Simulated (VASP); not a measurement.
# CdS (Fm-3m) in VASP: a series of runs, part 2 of 2

VASP 6.6.1. Earlier steps stand in the parts before.

### 3 G0W0 quasiparticle levels, PBE

POSCAR

```
CdS
1.0
    0.0000000000      2.7532440000      2.7532440000
    2.7532440000      0.0000000000      2.7532440000
    2.7532440000      2.7532440000      0.0000000000
Cd S
1 1
Direct
    0.0000000000      0.0000000000      0.0000000000
    0.5000000000      0.5000000000      0.5000000000
```

INCAR.step1

```
PREC = Accurate ; ENCUT = 450
EDIFF = 1E-8 ; ISMEAR = 0
SIGMA = 0.01 ; LREAL = F
LASPH = T ; NELM = 60
ALGO = Normal ; LWAVE = T
LCHARG = F ; GGA = PE
```

INCAR.step2

```
PREC = Accurate ; ENCUT = 450
EDIFF = 1E-8 ; ISMEAR = 0
SIGMA = 0.01 ; LREAL = F
LASPH = T ; NELM = 1
ALGO = Exact ; LWAVE = T
LCHARG = F ; GGA = PE
NBANDS = 34 ; LOPTICS = T
ISTART = 1
```

INCAR.step3

```
PREC = Accurate ; ENCUT = 450
EDIFF = 1E-8 ; ISMEAR = 0
SIGMA = 0.01 ; LREAL = F
LASPH = T ; ALGO = EVGW0
LWAVE = F ; LCHARG = F
GGA = PE ; NELMGW = 1
NBANDS = 34 ; ENCUTGW = 100
NOMEGA = 48 ; PRECFOCK = Fast
ISTART = 1 ; NBANDSGW = 17
```

KPOINTS

```
Automatic mesh
0
Gamma
  5 5 5
```

Potentials or basis: VASP PAW PBE potentials, release 64 (Cd_GW, S_GW).

The run is started by

```sh
> cat potpaw_PBE.64/Cd_GW/POTCAR potpaw_PBE.64/S_GW/POTCAR > POTCAR
> cp INCAR.step1 INCAR
> mpirun -np 1 vasp_std > vasp.out
> cp INCAR.step2 INCAR
> mpirun -np 1 vasp_std > vasp.out
> cp INCAR.step3 INCAR
> mpirun -np 1 vasp_std > vasp.out
```

OUTCAR:

```text
PREC = Accurate
   ENCUT = 450
   EDIFF = 1E-8
   ISMEAR = 0
   LREAL = F
   LASPH = T
   GGA = PE
   NELMGW = 1
   ENCUTGW = 100
   PRECFOCK = Fast
   ISTART = 1

 Found     10 irreducible k-points:

 Following reciprocal coordinates:
            Coordinates               Weight
  0.000000  0.000000  0.000000      1.000000
  0.200000  0.000000  0.000000      8.000000
  0.400000  0.000000  0.000000      8.000000
  0.200000  0.200000  0.000000      6.000000
  0.400000  0.200000  0.000000     24.000000
 -0.400000  0.200000  0.000000     24.000000
   k-points           NKPTS =     10   k-points in BZ     NKDIM =    125   number of bands    NBANDS=     34
   number of dos      NEDOS =    301   number of ions     NIONS =      2
   total plane-waves  NPLWV =  21952
   dimension x,y,z NGX =    28 NGY =   28 NGZ =   28
   dimension x,y,z NGXF=    56 NGYF=   56 NGZF=   56
   ions per type =               1   1
   NGX,Y,Z   is equivalent  to a cutoff of  11.95, 11.95, 11.95 a.u.
   NGXF,Y,Z  is equivalent  to a cutoff of  23.91, 23.91, 23.91 a.u.
 SYSTEM =  unknown system
   PREC   = accura    normal or accurate (medium, high low for compatibility)
   ISTART =      1    job   : 0-new  1-cont  2-samecut
   ICHARG =      0    charge: 1-file 2-atom 10-const
   ISPIN  =      1    spin polarized calculation?
   LNONCOLLINEAR =      F non collinear calculations
   LSORBIT =      F    spin-orbit coupling
   LASPH  =      T    aspherical Exc in radial PAW
   ENCUT  =  450.0 eV  33.07 Ry    5.75 a.u.   6.73  6.73  6.73*2*pi/ulx,y,z
   NELM   =     60;   NELMIN=  2; NELMDL=  0     # of ELM steps
   EDIFF  = 0.1E-07   stopping-criterion for ELM
   LREAL  =      F    real-space projection
   EDIFFG = 0.1E-06   stopping-criterion for IOM
   NSW    =      0    number of steps for IOM
   IBRION =     -1    ionic relax: 0-MD 1-quasi-New 2-CG
   NFREE  =      0    steps in history (QN), initial steepest desc. (CG)
   ISIF   =      0    stress and relaxation
   ISYM   =      3    0-nonsym 1-usesym 2-fastsym
   POTIM  = 0.5000    time-step for ionic-motion
   TEBEG  =    0.0;   TEEND  =   0.0 temperature during run
   PSTRESS=    0.0 pullay stress
   NELECT =      18.0000    total number of electrons
   NUPDOWN=      -1.0000    fix difference up-down
   EMIN   =  10.00;   EMAX   =-10.00  energy-range for DOS
   EFERMI =   0.00;   METHOD = LEGACY
   ISMEAR =     0;   SIGMA  =   0.01  broadening in eV -4-tet -1-fermi 0-gaus
   EFERMI_NEDOS =   21; number of points for ismear=-14 and -15
   IALGO  =     38    algorithm
   IMIX   =      4    mixing-type and parameters
     AMIX     =   0.40;   BMIX     =  1.00
     AMIX_MAG =   1.60;   BMIX_MAG =  1.00
  volume/ion in A,a.u.               =      20.87       140.84
  Fermi-wavevector in a.u.,A,eV,Ry     =   1.236833  2.337275 20.813583  1.529755
  Thomas-Fermi vector in A             =   2.371425
   LORBIT       =      0    0 simple, 1 ext, 2 COOP (PROOUT), +10 PAW based schemes
   GGA     = PE    functional components
   LHFCALC =     T    Hartree Fock is set to
   PRECFOCK=fast      Normal, Fast or Accurate (Low or Medium for compatibility)
   ENCUT4O =  -1.0   cutoff for four orbital integrals eV
   NKREDX  =     1    reduce k-point grid by
   NKREDY  =     1    reduce k-point grid by
   NKREDZ  =     1    reduce k-point grid by
   AEXX    =    1.0000 exact exchange contribution
   HFSCREEN=    0.0000 screening length (either q_TF or 0.3 A-1)
   HFSCREENC=   0.0000 screening length for correlation (either q_TF or 0.3 A-1)
   ENCUTFOCK=  -1.0 apply spherical cutoff to Coloumb kernel
   IVDW    =     0    specifies the selected vdW correction
   LEPSILON=     F    determine dielectric tensor
   LRPA    =     F    only Hartree local field effects (RPA)
   LRPAFORCE           =     F    calculate RPA forces
   ENCUTGW             = 100.0    cutoff for response function in eV
   ENCUTGWSOFT         =  80.0    soft cutoff for Coulomb kernel in GW response function in eV
   ENCUTLF             =  -1.0    cutoff for local field effects
   NELMGW              =     1    number of iterations in solving QP/BSE equation
   NELMHF              =     1    number of iterations in the inner HF iteration
   NKREDLFX            =     1    NKREDLFY  =   1   NKREDLFZ  =   1
 non-spin polarized calculation
 Gauss-broadening in eV      SIGMA  =   0.01
  energy-cutoff  :      450.00
  volume of cell :       41.74
 maximum number of plane-waves:       918
  NGX = 16; NGY = 16; NGZ = 16
   NGX = 13   NGY = 13   NGZ = 13
 maximum number of plane-waves:       113
 NGX is ok and might be reduce to    14

 QP shifts <psi_nk| G(iteration)W_0 |psi_nk>: iteration 1
 for sc-GW calculations column KS-energies equals QP-energies in previous step
 and V_xc(KS)=  KS-energies - (<T + V_ion + V_H > + <T+V_H+V_ion>^1  + <V_x>^1)

 k-point   1 :       0.0000    0.0000    0.0000
  band No.  KS-energies  QP-energies   sigma(KS)   V_xc(KS)     V^pw_x(r,r')   Z            occupation Imag(sigma)

      1      -8.3387      -8.3792     -12.7602     -12.6978     -20.6686       0.6498       2.0000       1.5685
      2      -3.2738      -4.5336     -17.1764     -15.4229     -23.2195       0.7184       2.0000       0.4568
      3      -3.2738      -4.5336     -17.1764     -15.4229     -23.2195       0.7184       2.0000       0.4568
      4      -3.2738      -4.5336     -17.1764     -15.4229     -23.2195       0.7184       2.0000       0.4568
      5      -3.2738      -4.5336     -17.1764     -15.4229     -23.2195       0.7184       2.0000       0.4568
      6      -3.2738      -4.5336     -17.1764     -15.4229     -23.2195       0.7184       2.0000       0.4568
[... 9 lines left out ...]
     16      15.6119      16.6574      -8.8279     -10.1807      -3.7004       0.7728       0.0000      -0.6608
     17      15.6119      16.6574      -8.8279     -10.1807      -3.7004       0.7728       0.0000      -0.6608

 k-point   2 :       0.2000    0.0000    0.0000
  band No.  KS-energies  QP-energies   sigma(KS)   V_xc(KS)     V^pw_x(r,r')   Z            occupation Imag(sigma)

      1      -8.0223      -8.0483     -12.9142     -12.8746     -20.7408       0.6552       2.0000       1.5157
      2      -3.3761      -4.6235     -17.1053     -15.3647     -23.2024       0.7167       2.0000       0.5069
      3      -3.3761      -4.6235     -17.1053     -15.3647     -23.2024       0.7167       2.0000       0.5069
      4      -3.3122      -4.5540     -17.0040     -15.2719     -23.0010       0.7169       2.0000       0.4381
      5      -3.2085      -4.4675     -17.2140     -15.4610     -23.2346       0.7182       2.0000       0.4349
      6      -3.2085      -4.4675     -17.2140     -15.4610     -23.2346       0.7182       2.0000       0.4349
[... 9 lines left out ...]
     16      15.1095      15.8908      -8.1331      -9.1320      -3.2641       0.7822       0.0000      -0.5297
     17      18.7522      19.5041      -7.7696      -8.7259      -2.7795       0.7863       0.0000      -0.6578

 k-point   3 :       0.4000    0.0000    0.0000
  band No.  KS-energies  QP-energies   sigma(KS)   V_xc(KS)     V^pw_x(r,r')   Z            occupation Imag(sigma)

      1      -7.3865      -7.3709     -13.3092     -13.3329     -20.9993       0.6582       2.0000       1.4058
      2      -3.5334      -4.7490     -16.9046     -15.1954     -23.0256       0.7112       2.0000       0.5344
      3      -3.5334      -4.7490     -16.9046     -15.1954     -23.0256       0.7112       2.0000       0.5344
      4      -3.4568      -4.6434     -16.4843     -14.8241     -22.4211       0.7148       2.0000       0.4893
      5      -3.0996      -4.3664     -17.3453     -15.5844     -23.3686       0.7194       2.0000       0.4287
      6      -3.0996      -4.3664     -17.3453     -15.5844     -23.3686       0.7194       2.0000       0.4287
[... 9 lines left out ...]
     16      16.4317      17.6266      -9.3490     -10.8892      -4.6370       0.7759       0.0000      -0.5344
     17      20.2303      21.4872      -9.1092     -10.7106      -3.7579       0.7848       0.0000      -0.9546

 k-point   4 :       0.2000    0.2000    0.0000
  band No.  KS-energies  QP-energies   sigma(KS)   V_xc(KS)     V^pw_x(r,r')   Z            occupation Imag(sigma)

      1      -7.9591      -7.9882     -12.9927     -12.9481     -20.8069       0.6551       2.0000       1.4970
      2      -3.4227      -4.6344     -16.8967     -15.2009     -22.9873       0.7145       2.0000       0.5393
      3      -3.3252      -4.5726     -17.0350     -15.2931     -23.0345       0.7161       2.0000       0.4304
      4      -3.2375      -4.5115     -17.3072     -15.5386     -23.4074       0.7204       2.0000       0.4986
      5      -3.2049      -4.4591     -17.1761     -15.4306     -23.1850       0.7185       2.0000       0.4287
      6      -3.2049      -4.4591     -17.1761     -15.4306     -23.1850       0.7185       2.0000       0.4287
[... 9 lines left out ...]
     16      17.9568      19.1758      -9.1219     -10.6790      -3.9373       0.7828       0.0000      -0.8172
     17      17.9568      19.1758      -9.1219     -10.6790      -3.9373       0.7828       0.0000      -0.8172

 k-point   5 :       0.4000    0.2000    0.0000
  band No.  KS-energies  QP-energies   sigma(KS)   V_xc(KS)     V^pw_x(r,r')   Z            occupation Imag(sigma)

      1      -7.5255      -7.5506     -13.3726     -13.3343     -21.0941       0.6564       2.0000       1.4032
      2      -3.3776      -4.5635     -16.6621     -15.0053     -22.6649       0.7158       2.0000       0.5166
      3      -3.3575      -4.5808     -16.9064     -15.1981     -22.9169       0.7161       2.0000       0.4625
      4      -3.3534      -4.6001     -17.1094     -15.3717     -23.2077       0.7174       2.0000       0.5085
      5      -3.1040      -4.3444     -17.2529     -15.5267     -23.2826       0.7185       2.0000       0.4475
      6      -3.0837      -4.3514     -17.3596     -15.6001     -23.3886       0.7205       2.0000       0.4321
[... 9 lines left out ...]
     16      17.9825      19.0484      -8.7090     -10.0725      -3.6830       0.7817       0.0000      -0.6970
     17      20.2827      21.4982      -8.9398     -10.4848      -3.6474       0.7867       0.0000      -0.9407

 k-point   6 :      -0.4000    0.2000    0.0000
  band No.  KS-energies  QP-energies   sigma(KS)   V_xc(KS)     V^pw_x(r,r')   Z            occupation Imag(sigma)

      1      -7.2924      -7.3075     -13.5691     -13.5463     -21.2471       0.6601       2.0000       1.3570
      2      -3.4888      -4.7090     -16.9562     -15.2444     -23.0837       0.7128       2.0000       0.5382
      3      -3.4297      -4.6181     -16.5801     -14.9185     -22.5482       0.7152       2.0000       0.4962
      4      -3.3039      -4.5200     -16.8781     -15.1843     -22.8811       0.7180       2.0000       0.4747
      5      -3.0856      -4.3506     -17.3474     -15.5899     -23.3683       0.7198       2.0000       0.4246
      6      -3.0042      -4.2308     -17.3164     -15.6144     -23.3625       0.7206       2.0000       0.4652
[... 9 lines left out ...]
     16      17.9172      18.9474      -8.6971     -10.0063      -3.6661       0.7869       0.0000      -0.7322
     17      19.7166      20.8255      -9.0129     -10.4403      -3.7128       0.7769       0.0000      -0.8632

 [... further k-points ...]
```

It took 72 s on 1 thread of Intel Xeon 6975P-C (Granite Rapids), shared host; peak memory 0.33 GiB.

The run converged, but some of its settings lie outside the range that counts as converged, so its numbers aren't taken as properties of the crystal.

Results:

```
Band gap on the k mesh, mean-field level : 0.75 eV, indirect (least direct gap 1.54 eV)
Quasiparticle gap                        : 1.60 eV
Least direct quasiparticle gap           : 2.34 eV
```

Caveat: bands, screening cutoff and mesh are small and nothing is extrapolated, so the quasiparticle values aren't converged; an odd mesh through Γ misses points on the zone boundary, where band edges often lie.

### 4 G0W0 quasiparticle levels, PBE

POSCAR is that of step 3.

INCAR.step1 is that of step 3.

INCAR.step2: that of step 3 with these lines changed.

```diff
@@ -6,3 +6,3 @@
 LCHARG = F ; GGA = PE
-NBANDS = 34 ; LOPTICS = T
+NBANDS = 175 ; LOPTICS = T
 ISTART = 1
```

INCAR.step3: that of step 3 with these lines changed.

```diff
@@ -6,3 +6,3 @@
 GGA = PE ; NELMGW = 1
-NBANDS = 34 ; ENCUTGW = 100
+NBANDS = 175 ; ENCUTGW = 100
 NOMEGA = 48 ; PRECFOCK = Fast
```

KPOINTS

```
Automatic mesh
0
Gamma
  3 3 3
```

Potentials or basis: VASP PAW PBE potentials, release 64 (Cd_GW, S_GW).

The run is started by

```sh
> cat potpaw_PBE.64/Cd_GW/POTCAR potpaw_PBE.64/S_GW/POTCAR > POTCAR
> cp INCAR.step1 INCAR
> mpirun -np 1 vasp_std > vasp.out
> cp INCAR.step2 INCAR
> mpirun -np 1 vasp_std > vasp.out
> cp INCAR.step3 INCAR
> mpirun -np 1 vasp_std > vasp.out
```

OUTCAR:

```text
PREC = Accurate
   ENCUT = 450
   EDIFF = 1E-8
   ISMEAR = 0
   LREAL = F
   LASPH = T
   GGA = PE
   NELMGW = 1
   ENCUTGW = 100
   PRECFOCK = Fast
   ISTART = 1

 Found      4 irreducible k-points:

 Following reciprocal coordinates:
            Coordinates               Weight
  0.000000  0.000000  0.000000      1.000000
  0.333333  0.000000  0.000000      8.000000
  0.333333  0.333333  0.000000      6.000000
 -0.333333  0.333333  0.000000     12.000000
   k-points           NKPTS =      4   k-points in BZ     NKDIM =     27   number of bands    NBANDS=    175
   number of dos      NEDOS =    301   number of ions     NIONS =      2
   total plane-waves  NPLWV =  21952
   dimension x,y,z NGX =    28 NGY =   28 NGZ =   28
   dimension x,y,z NGXF=    56 NGYF=   56 NGZF=   56
   ions per type =               1   1
   NGX,Y,Z   is equivalent  to a cutoff of  11.95, 11.95, 11.95 a.u.
   NGXF,Y,Z  is equivalent  to a cutoff of  23.91, 23.91, 23.91 a.u.
 SYSTEM =  unknown system
   PREC   = accura    normal or accurate (medium, high low for compatibility)
   ISTART =      1    job   : 0-new  1-cont  2-samecut
   ICHARG =      0    charge: 1-file 2-atom 10-const
[... 31 lines left out ...]
   GGA     = PE    functional components
   LHFCALC =     T    Hartree Fock is set to
   PRECFOCK=fast      Normal, Fast or Accurate (Low or Medium for compatibility)
   ENCUT4O =  -1.0   cutoff for four orbital integrals eV
   NKREDX  =     1    reduce k-point grid by
   NKREDY  =     1    reduce k-point grid by
   NKREDZ  =     1    reduce k-point grid by
   AEXX    =    1.0000 exact exchange contribution
   HFSCREEN=    0.0000 screening length (either q_TF or 0.3 A-1)
   HFSCREENC=   0.0000 screening length for correlation (either q_TF or 0.3 A-1)
   ENCUTFOCK=  -1.0 apply spherical cutoff to Coloumb kernel
   IVDW    =     0    specifies the selected vdW correction
   LEPSILON=     F    determine dielectric tensor
   LRPA    =     F    only Hartree local field effects (RPA)
   LRPAFORCE           =     F    calculate RPA forces
   ENCUTGW             = 100.0    cutoff for response function in eV
   ENCUTGWSOFT         =  80.0    soft cutoff for Coulomb kernel in GW response function in eV
   ENCUTLF             =  -1.0    cutoff for local field effects
   NELMGW              =     1    number of iterations in solving QP/BSE equation
   NELMHF              =     1    number of iterations in the inner HF iteration
   NKREDLFX            =     1    NKREDLFY  =   1   NKREDLFZ  =   1
 non-spin polarized calculation
 Gauss-broadening in eV      SIGMA  =   0.01
  energy-cutoff  :      450.00
  volume of cell :       41.74
 maximum number of plane-waves:       906
  NGX = 16; NGY = 16; NGZ = 16
   NGX = 13   NGY = 13   NGZ = 13
 maximum number of plane-waves:       113
 NGX is ok and might be reduce to    14

 QP shifts <psi_nk| G(iteration)W_0 |psi_nk>: iteration 1
 for sc-GW calculations column KS-energies equals QP-energies in previous step
 and V_xc(KS)=  KS-energies - (<T + V_ion + V_H > + <T+V_H+V_ion>^1  + <V_x>^1)

 k-point   1 :       0.0000    0.0000    0.0000
  band No.  KS-energies  QP-energies   sigma(KS)   V_xc(KS)     V^pw_x(r,r')   Z            occupation Imag(sigma)

      1      -8.2276      -8.4809     -13.0755     -12.6776     -20.6296       0.6366       2.0000       1.2962
      2      -3.3313      -5.0532     -17.8064     -15.3687     -23.1447       0.7064       2.0000       0.3646
      3      -3.3313      -5.0532     -17.8064     -15.3687     -23.1447       0.7064       2.0000       0.3646
      4      -3.3313      -5.0532     -17.8064     -15.3687     -23.1447       0.7064       2.0000       0.3646
      5      -3.3249      -5.0613     -17.9408     -15.5045     -23.4091       0.7127       2.0000       0.4258
      6      -3.3249      -5.0613     -17.9408     -15.5045     -23.4091       0.7127       2.0000       0.4258
[... 59 lines left out ...]
      3      -3.4289      -5.0973     -17.4251     -15.0640     -22.7523       0.7066       2.0000       0.3877
      4      -3.2651      -4.9727     -17.7402     -15.3251     -23.0689       0.7070       2.0000       0.3737
      5      -3.1335      -4.8786     -18.0473     -15.5914     -23.3913       0.7106       2.0000       0.3635
      6      -2.8377      -4.4373     -17.8498     -15.6200     -23.2646       0.7173       2.0000       0.4269
[... 9 lines left out ...]
     16      19.7754      20.1268     -10.7085     -11.1813      -3.9643       0.7434       0.0000      -0.7425
     17      20.9739      21.3448     -10.7778     -11.2693      -4.0494       0.7546       0.0000      -0.7994
```

OUTCAR.step1:

```text
PREC = Accurate
   ENCUT = 450
   EDIFF = 1E-8
   ISMEAR = 0
   LREAL = F
   LASPH = T
[... 169 lines left out ...]
 -----------------------------------------------------------------------------------
      0.00000      0.00000      0.00000         0.000000      0.000000      0.000000
      2.75324      2.75324      2.75324         0.000000      0.000000      0.000000
 -----------------------------------------------------------------------------------
    total drift:                                0.000000      0.000000      0.000000

  FREE ENERGIE OF THE ION-ELECTRON SYSTEM (eV)
  ---------------------------------------------------
  free  energy   TOTEN  =        -5.6339770733 eV

  energy  without entropy=       -5.6339770733  energy(sigma->0) =       -5.63397707
```

Run time: 32 s. Hardware: 1 thread of Intel Xeon 6975P-C (Granite Rapids), shared host; peak memory 0.23 GiB.

These settings aren't checked as converged: the numbers below hold their error.

Results:

```yaml
Band_gap_on_the_k_mesh_mean-field_level: 0.97 eV, indirect (least direct gap 1.47 eV)
Quasiparticle_gap: 1.55 eV
Least_direct_quasiparticle_gap: 2.05 eV
```

Caveat: the k mesh is coarse (spacing up to 0.66 Å⁻¹), so the values aren't converged; bands, screening cutoff and mesh are small and nothing is extrapolated, so the quasiparticle values aren't converged; an odd mesh through Γ misses points on the zone boundary, where band edges often lie.

### 5 For comparison

An earlier run on the cell as given: functional PBE; potentials or basis VASP PAW PBE potentials, release 64 (Cd, S); cutoff 520 eV; k mesh 8 × 8 × 8; occupations fermi-dirac, width 0.05 eV; no spin polarisation.

- Pressure: -0.1 GPa
- Band gap on the k mesh: 0.26 eV, indirect (least direct gap 1.53 eV)
